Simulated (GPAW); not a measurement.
# Dielectric function and optical constants of GaP

Wanted: where GaP starts to absorb, how strongly, and its refractive index.

Method: DFT, PBE, plane-wave PAW (GPAW data sets), scalar-relativistic, RPA, optical limit, in GPAW 26.7.0.

## (1) The structure

Symmetry: F-43m, No. 216, cubic system. The conventional cell has a = 5.451 Å, b = 5.451 Å, c = 5.451 Å, α = 90.00°, β = 90.00°, γ = 90.00°. Ga has 4 P at 2.36 Å nearest. P has 4 Ga at 2.36 Å nearest. Farther neighbours are not listed.

Coordinates:

```cif
data_structure
_symmetry_space_group_name_H-M 'F-43m'
_symmetry_Int_Tables_number 216
_cell_length_a 5.4505
_cell_length_b 5.4505
_cell_length_c 5.4505
_cell_angle_alpha 90.000
_cell_angle_beta 90.000
_cell_angle_gamma 90.000
_cell_volume 161.92
loop_
_atom_site_label
_atom_site_type_symbol
_atom_site_symmetry_multiplicity
_atom_site_Wyckoff_symbol
_atom_site_fract_x
_atom_site_fract_y
_atom_site_fract_z
_atom_site_occupancy
Ga1 Ga 4 a 0.00000 0.00000 0.00000 1
P1 P 4 c 0.25000 0.25000 0.25000 1
```

## (2) Ground state

First the ground state: is it a metal or has it a gap?

This step: DFT, PBE, plane-wave PAW (GPAW data sets), scalar-relativistic, ground state (GPAW 26.7.0).

Input file gs.py:

```python
from ase import Atoms
from ase.dft.bandgap import bandgap
from gpaw import GPAW, PW, FermiDirac

atoms = Atoms(['Ga', 'P'],
              cell=[[0.000000000000, 2.725250000000, 2.725250000000],
                    [2.725250000000, 0.000000000000, 2.725250000000],
                    [2.725250000000, 2.725250000000, 0.000000000000]],
              scaled_positions=[[0.000000000000, 0.000000000000, 0.000000000000],
                                [0.750000000000, 0.750000000000, 0.750000000000]],
              pbc=[True, True, True])
atoms.calc = GPAW(mode=PW(500), xc='PBE', kpts={'size': (7, 7, 7), 'gamma': True},
                  occupations=FermiDirac(0.05), maxiter=150, txt='gs.txt')
print('energy (eV)', atoms.get_potential_energy())
print('Fermi level (eV)', atoms.calc.get_fermi_level())
print('valence electrons', atoms.calc.get_number_of_electrons())
print('gap (eV)', bandgap(atoms.calc, output=None)[0])
print('direct gap (eV)', bandgap(atoms.calc, direct=True, output=None)[0])
atoms.calc.write('gs.gpw')
```

On the command line:

```console
$ OMP_NUM_THREADS=1 python gs.py
```

Numbers of over 12 decimals in the logs are rounded to 6 here.

Log:

```text
__  _  _
 | _ |_)|_||  |
 |__||  | ||/\| - 26.7.0

Versions:
  Python: 3.12.14
  ASE:    3.29.0
  Numpy:  2.5.5
  Scipy:  1.18.1
  Libxc:  7.0.0

Input parameters:
  mode=PW(ecut=500.0),
  kpts=MonkhorstPack(size=(7, 7, 7), gamma=True),
  maxiter=150,
  occupations=Occupations(name='fermi-dirac', width=0.05, fixmagmom=False),
  xc=XC(name='PBE')

Diagonalizing LCAO Hamiltonian
Converting LCAO to pw mode

                    P

       Ga

Atoms  # Å, Bohr magnetons
|   | symbol |        x |        y |        z |    initial magnetic moments |
| 0 |     Ga | 0.000000 | 0.000000 | 0.000000 | ( 0.0000,  0.0000,  0.0000) |
| 1 |      P | 4.087875 | 4.087875 | 4.087875 | ( 0.0000,  0.0000,  0.0000) |

Unit cell  # Å
| periodic |        x |        y |        z |  lengths |    angles |
|      yes | 0.000000 | 2.725250 | 2.725250 | 3.854086 | 60.000000 |
|      yes | 2.725250 | 0.000000 | 2.725250 | 3.854086 | 60.000000 |
|      yes | 2.725250 | 2.725250 | 0.000000 | 3.854086 | 60.000000 |

Number of symmetries: 24
Symmetry operations  # r_c * U_cc + t_c -> r_c
|    | kind |            matrix            |
|  0 |  E   |  1, 0, 0,  0, 1, 0,  0, 0, 1 |
|  1 |  σ   |  1, 0, 0,  0, 0, 1,  0, 1, 0 |
|  2 |  σ   |  1, 0,-1,  0, 1,-1,  0, 0,-1 |
|  3 |  C3  |  1, 0,-1,  0, 0,-1,  0, 1,-1 |
|  4 |  C3  |  1,-1, 0,  0,-1, 1,  0,-1, 0 |
|  5 |  σ   |  1,-1, 0,  0,-1, 0,  0,-1, 1 |
|  6 |  σ   |  0, 1, 0,  1, 0, 0,  0, 0, 1 |
|  7 |  C3  |  0, 1, 0,  0, 0, 1,  1, 0, 0 |
|  8 |  C2  |  0, 1,-1,  1, 0,-1,  0, 0,-1 |
|  9 |  S4  |  0, 1,-1,  0, 0,-1,  1, 0,-1 |
| 10 |  C3  |  0, 0, 1,  1, 0, 0,  0, 1, 0 |
| 11 |  σ   |  0, 0, 1,  0, 1, 0,  1, 0, 0 |
| 12 |  S4  |  0, 0,-1,  1, 0,-1,  0, 1,-1 |
| 13 |  C3  |  0, 0,-1,  0, 1,-1,  1, 0,-1 |
| 14 |  S4  |  0,-1, 1,  1,-1, 0,  0,-1, 0 |
| 15 |  C2  |  0,-1, 1,  0,-1, 0,  1,-1, 0 |
| 16 |  C3  |  0,-1, 0,  1,-1, 0,  0,-1, 1 |
| 17 |  S4  |  0,-1, 0,  0,-1, 1,  1,-1, 0 |
| 18 |  S4  | -1, 1, 0, -1, 0, 1, -1, 0, 0 |
| 19 |  C3  | -1, 1, 0, -1, 0, 0, -1, 0, 1 |
| 20 |  C3  | -1, 0, 1, -1, 1, 0, -1, 0, 0 |
| 21 |  S4  | -1, 0, 1, -1, 0, 0, -1, 1, 0 |
| 22 |  σ   | -1, 0, 0, -1, 1, 0, -1, 0, 1 |
| 23 |  C2  | -1, 0, 0, -1, 0, 1, -1, 1, 0 |

BZ-sampling:
  Number of BZ points: 343
  Number of IBZ points: 20

  Monkhorst-Pack size: [7, 7, 7]
  Monkhorst-Pack shift: [0, 0, 0]

K-points  # in reciprocal-cell coordinates
|     |                                coordinates |     weight |
|   0 | (  0.00000000,   0.00000000,   0.00000000) | 0.00291545 |
|   1 | (  0.14285714,   0.14285714,   0.00000000) | 0.01749271 |
|   2 | (  0.14285714,   0.14285714,   0.14285714) | 0.02332362 |
|   3 | (  0.28571429,   0.14285714,   0.14285714) | 0.03498542 |
|   4 | (  0.28571429,   0.28571429,   0.00000000) | 0.01749271 |
|   5 | (  0.28571429,   0.28571429,   0.14285714) | 0.06997085 |
|   6 | (  0.28571429,   0.28571429,   0.28571429) | 0.02332362 |
|   7 | (  0.42857143,  -0.28571429,  -0.28571429) | 0.03498542 |
|   8 | (  0.42857143,   0.28571429,  -0.42857143) | 0.13994169 |
|   9 | (  0.42857143,   0.28571429,  -0.28571429) | 0.06997085 |
| ... |                                            |            |
|  19 | (  0.42857143,   0.42857143,   0.42857143) | 0.02332362 |

Plane wave coefficients: 1040
Cutoff: 500.0 eV

Spin-components: 1 (collinear spins)
Bands:           8
Projectors:      10
Spin-degeneracy: 2
Datatype:        complex128

Parallelization:
  kpt:    1
  domain: 1
  band:   1

Density:
  Valence electrons: 8.0
  Components: 1
  Grid points: [20 20 20]
  Charge: 0.0  # |e|

Potential:
  Grid points: [20 20 20]

species:
  Ga:
    name:    Gallium
    id:
    Z:       31.0
    valence: 3
    core:    28
    charge:  0.0  # [|e|]
    compensation charges:
      type: gauss
      rc: 0.37  # [Å]
      lmax: 2
    cutoffs:
      filter: 2.06  # [Å]
      core: 4.17  # [Å]
    projectors
    | kind |    occ | energy [eV] | rcut [Å] |
    |   4s |  2.000 |      -8.945 |    1.164 |
    |   4p |  1.000 |      -2.580 |    1.164 |
    |    s |        |      18.266 |    1.164 |
    |    p |        |      24.631 |    1.164 |
    |    d |        |       0.000 |    1.164 |

    Using partial waves for Ga as LCAO basis

  P:
    name:    Phosphorus
    id:
    Z:       15.0
    valence: 5
    core:    10
    charge:  0.0  # [|e|]
    compensation charges:
      type: gauss
      rc: 0.30  # [Å]
      lmax: 2
    cutoffs:
      filter: 1.69  # [Å]
      core: 1.81  # [Å]
    projectors
    | kind |    occ | energy [eV] | rcut [Å] |
    |   3s |  2.000 |     -13.968 |    0.953 |
    |   3p |  3.000 |      -5.506 |    0.953 |
    |    s |        |      13.244 |    0.953 |
    |    p |        |      21.705 |    0.953 |
    |    d |        |       0.000 |    0.953 |

    Using partial waves for P as LCAO basis

Reference energy: -62187.585188  # eV

eigensolver:
  PPCG
  Converge bands: occupied
  niter=2

density mixing:
  MSR1-Mixer
  Pratt-step length: 0.05
  Maximum mixing coefficient: 0.75
  Old densities: 10
  SVD Regularization: 0.005
  Good broyden scale: 1.0
  Trust region scale: 1.0
  Backstep threshold: 4.0
  History deletion threshold: 6.0
  Fourier metric: weight=20.0, sigma=0.015

occupation numbers:
  Fermi-Dirac:
    width: 0.0500  # eV

poisson solver:
  ecut: 4000.0  # eV

xc functional:
  name: PBE with 2 nearest neighbor stencil

convergence criteria:
- Maximum [total energy] change in last 3 cyles: 0.0005 eV / valence electron
- Maximum integral of absolute [dens]ity change: 0.0001 electrons / valence electron
- Maximum integral of absolute [eigenst]ate change: 4e-08 eV^2 / valence electron
maximum number of iterations: 150

SCF iterations
|iter     |      energy | eigst |  dens |
|iter:   1||   -9.214329 | -0.28 |       |
|iter:   2||   -9.180848 | -2.24 | -0.83 |
|iter:   3||   -9.031649 | -1.74 | -0.87 |
|iter:   4||   -9.032694 | -3.18 | -1.50 |
|iter:   5||   -9.033008c| -4.24 | -2.04 |
|iter:   6||   -9.033052c| -5.52 | -2.76 |
|iter:   7||   -9.033053c| -6.94 | -3.81 |
|iter:   8||   -9.033053c| -7.98c| -4.41c|

Converged in 8 steps
SCF loop duration: 1.627 s (0.203 s/step)
Energy contributions relative to reference atoms: (reference = -62187.585188)

Energy contributions:
  Kinetic:          24.597510
  Coulomb:         -21.581859
  Zero:              0.014509
  External:          0.000000
  Xc:              -12.063213
  Entropy:          -0.000000
  Spinorbit:         0.000000
  ----------------------------
  Free energy:      -9.033053
  Extrapolated:     -9.033053

dipole moment: (-10.816895, -10.816895, -10.816895)  # |e|*Ang

Fermi level: 5.742
Eigenvalues  # (at kpt = [0.000, 0.000, 0.000])
| band index |      eig [eV] | occ [0-2] |
|          0 |        -7.507 |     2.000 |
|          1 |         4.956 |     2.000 |
|          2 |         4.956 |     2.000 |
|          3 |         4.956 |     2.000 |
|          4 |         6.850 |     0.000 |
|          5 |         8.886 |     0.000 |
|          6 |         8.886 |     0.000 |
|          7 |         8.886 |     0.000 |

Gap: 1.613 eV
Transition (v -> c):
  (s=0, k=0, n=3, [0.00, 0.00, 0.00]) -> (s=0, k=16, n=4, [0.43, 0.43, 0.00])
Direct/indirect transitions are different
Direct gap: 1.894 eV
Transition at: (s=0, k=0, n=3, [0.00, 0.00, 0.00])

--- standard output ---
energy (eV) -9.033053
Fermi level (eV) 5.742265
valence electrons 8.0
gap (eV) 1.613326
direct gap (eV) 1.894437
```

Wall time 3.3 s (1 thread of Intel Xeon Platinum 8375C at 2.90GHz (Ice Lake), shared host); peak memory 0.14 GiB.

Numbers from this step:

- energy: -9.033 eV
- Fermi energy: 5.742 eV
- gap on the k-mesh: 1.613 eV
- direct gap on the mesh: 1.894 eV
- electrons: 8

There is a gap, 1.61 eV on this mesh (points off the mesh can give less), so no carriers' term is needed.

## (3) Bands for the response

At the fixed density, many empty bands are solved on the mesh of the response, since the spectrum sums over them.

This step: DFT, PBE, plane-wave PAW (GPAW data sets), scalar-relativistic, bands at fixed density (GPAW 26.7.0).

Input file nscf.py:

```python
from ase.dft.bandgap import bandgap
from gpaw import GPAW, FermiDirac

calc = GPAW('gs.gpw').fixed_density(kpts={'size': (11, 11, 11), 'gamma': True}, nbands=31, convergence={'bands': 25},
                                    occupations=FermiDirac(0.001), txt='nscf.txt')
print('gap (eV)', bandgap(calc, output=None)[0])
print('direct gap (eV)', bandgap(calc, direct=True, output=None)[0])
print('top band over the Fermi level (eV)', min(calc.get_eigenvalues(kpt=k)[24] for k in range(len(calc.get_ibz_k_points()))) - calc.get_fermi_level())
calc.write('full.gpw', mode='all')
```

On the command line:

```console
$ OMP_NUM_THREADS=1 python nscf.py
```

Log:

```text
Diagonalizing LCAO Hamiltonian
Converting LCAO to pw mode
convergence criteria:
- Maximum integral of absolute [eigenst]ate change: 4e-08 eV^2 / valence electron
maximum number of iterations: 150

SCF iterations
|iter     |      energy | eigst |  dens |
|iter:   1||             | +3.39 |       |
|iter:   2||             | +1.56 |       |
|iter:   3||             | -0.73 |       |
|iter:   4||             | -2.12 |       |
|iter:   5||             | -3.70 |       |
|iter:   6||             | -4.94 |       |
|iter:   7||             | -6.46 |       |
|iter:   8||             | -7.50c|       |
SCF steps: 8
  __  _  _
 | _ |_)|_||  |
 |__||  | ||/\| - 26.7.0

Versions:
  Python: 3.12.14
  ASE:    3.29.0
  Numpy:  2.5.5
  Scipy:  1.18.1
  Libxc:  7.0.0

Input parameters:
  mode=PW(ecut=500.0),
  convergence={'bands': 25},
  gpts=array([20, 20, 20]),
  kpts=MonkhorstPack(size=(11, 11, 11), gamma=True),
  maxiter=150,
  nbands=31,
  occupations=Occupations(name='fermi-dirac', width=0.001, fixmagmom=False),
  parallel={},
  xc=XC(name='PBE')

--- standard output ---
gap (eV) 1.625680
direct gap (eV) 1.894437
top band over the Fermi level (eV) 26.875913
```

The job ended after 13 s (1 thread; peak memory 0.18 GiB).

This step gave:

| Quantity | Value |
| --- | --- |
| gap on the k-mesh | 1.626 eV |

## (4) Dielectric function, RPA

Transitions between filled and empty bands, summed over the zone, give the optical response, so mesh, band count and broadening shape it.

The induced potential is part of this response.

This step: DFT, PBE, plane-wave PAW (GPAW data sets), scalar-relativistic, RPA, optical limit (GPAW 26.7.0).

Input file df.py:

```python
from gpaw.response.df import DielectricFunction

df = DielectricFunction('full.gpw', frequencies={'type': 'nonlinear', 'domega0': 0.03, 'omega2': 8},
                        ecut=50,
                        eta=0.15,
                        nbands=25,
                        txt='df.txt')
for direction in ['x', 'z']:
    df.get_dielectric_function(xc='RPA', direction=direction, filename=f'df_{direction}.csv')
```

On the command line:

```console
$ OMP_NUM_THREADS=1 python df.py
```

Log:

```text
Using integrator: PointIntegrator
NonLinearFrequencyDescriptor(from 0.000 to 43.870 eV, 448 points)
Nonperiodic BCs:  [False False False]
Using integrator: PointIntegrator
NonLinearFrequencyDescriptor(from 0.000 to 43.870 eV, 448 points)
Nonperiodic BCs:  [False False False]

Calculating chi0 body with:
    Ground state adapter containing:
    Number of spins: 1
    Number of kpoints: 1331
    Number of irreducible kpoints: 56
    Number of completely occupied states: 4
    Number of partially occupied states: 4

    Linear response parametrization:
    q_c: [0.0, 0.0, 0.0]
    Number of frequency points: 448
    Planewave cutoff: 50.0
    Number of bands: 25
    Number of planewaves: 27
    Broadening (eta): 0.15

Integrating chi0 body.

Symmetries of q_c:
    Direct symmetries (Uq -> q): 24
    Indirect symmetries (TUq -> q): 24
In total 48 allowed symmetries.

56 groups of equivalent kpoints. 95.792637% reduction.

Integral kind: spectral function

Calculating chi0 optical extensions with:
    Ground state adapter containing:
    Number of spins: 1
    Number of kpoints: 1331
    Number of irreducible kpoints: 56
    Number of completely occupied states: 4
    Number of partially occupied states: 4

    Linear response parametrization:
    Number of frequency points: 448
    Planewave cutoff: 50.0
    Number of bands: 25
    Number of planewaves: 27
    Broadening (eta): 0.15
Integrating chi0 head and wings.

Symmetries of q_c:
    Direct symmetries (Uq -> q): 24
    Indirect symmetries (TUq -> q): 24
In total 48 allowed symmetries.

56 groups of equivalent kpoints. 95.792637% reduction.

Integral kind: spectral function wings
```

The job ended after 3.6 s (1 thread; peak memory 0.22 GiB).

Numbers from this step:

| Property | Result |
| --- | --- |
| electronic dielectric constant ε∞, mean over x, y and z (by symmetry where fewer were run) | 9.723 |
| main peak of Im epsilon, first axis | 4.466 eV |

Some rows of df_x.csv (energy; Re and Im without local fields; Re and Im with them):

```text
0.000000, 10.657900, -0.000000, 9.722603, 0.000000
0.429336, 10.768369, 0.079164, 9.823093, 0.072076
0.878195, 11.146424, 0.181910, 10.167883, 0.166360
1.347938, 11.951379, 0.365916, 10.907469, 0.339023
1.840057, 13.427343, 1.286698, 12.260574, 1.257626
2.356191, 16.448104, 2.374474, 15.006367, 2.245587
2.898142, 14.245129, 11.003737, 12.736006, 10.583562
3.467895, 14.708610, 10.652922, 12.438628, 9.696915
4.067647, 15.334277, 16.176564, 12.487008, 13.046797
4.699832, -5.511910, 14.488576, -5.233884, 13.351857
5.367152, -5.871981, 17.826303, -3.027205, 16.353766
6.072622, -7.104483, 6.982328, -6.183825, 6.781575
6.819608, -4.721074, 5.709191, -3.418357, 5.302615
7.611886, -4.079204, 3.547009, -3.376469, 3.536282
8.453705, -3.139921, 2.570295, -2.542069, 2.477309
9.349861, -2.249354, 2.187914, -1.499274, 2.042260
10.305790, -1.818127, 1.320130, -1.401287, 1.400916
11.327680, -1.344044, 0.759511, -1.149658, 0.872304
12.422601, -1.044050, 0.535952, -0.901875, 0.692247
13.598673, -0.664222, 0.420546, -0.490868, 0.532276
```

(Continued in part 2 of 2.)

[Machine, clock and banner lines and Python warnings are left out of the logs.]

[Logs are printed without paths, hosts, clocks, repeated set-up lines and the standing remarks that a program may print on its own settings, such as how far it seeks lower states.]

[Hosts, paths, dates, database ids (printed as entryN), source tags and the programs' standing remarks are cut or masked in the printed files.]
